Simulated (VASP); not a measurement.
AlN:

```
Al N
1.0
     0.00000    2.03452    2.03452
     2.03452    0.00000    2.03452
     2.03452    2.03452    0.00000
Al N
1 1
Direct
  0.50000 0.50000 0.50000
  0.00000 0.00000 0.00000
```

Measurements of this composition are mostly on another form, of space group No. 186.

| Property | Result |
| --- | --- |
| Program | VASP 6.6.1 |
| Task | relaxation of cell and atoms |
| Functional | LDA |
| Potentials or basis | VASP PAW LDA potentials, release 64 (Al, N) |
| Cutoff | 600 eV |
| k mesh | 12 × 12 × 12 |
| Occupations | gaussian, width 0.03 eV |
| Spin | no spin polarisation |

At the start: pressure -10.5 GPa; volume 8.42 Å³/atom.

Problem. How do energy, volume and symmetry change on relaxing?

Solution. Over 3 steps the energy falls by 11.6 meV/atom and the volume is 8.08 Å³/atom (-4.0 %); space group Fm-3m (No. 225, to 0.05 Å).

The path:
| step | energy change (eV) | largest force (eV/Å) | pressure (GPa) | volume (Å³) |
| --- | --- | --- | --- | --- |
| 1 | 0.0000 | 0.0000 | -10.53 | 16.84 |
| 2 | -0.0005 | 0.0000 | 11.97 | 15.53 |
| 3 | -0.0232 | 0.0000 | -0.08 | 16.16 |

Final structure:
```
Al N
1.0
     0.00000    2.00682    2.00682
     2.00682    0.00000    2.00682
     2.00682    2.00682    0.00000
Al N
1 1
Direct
  0.50000 0.50000 0.50000
  0.00000 0.00000 0.00000
```
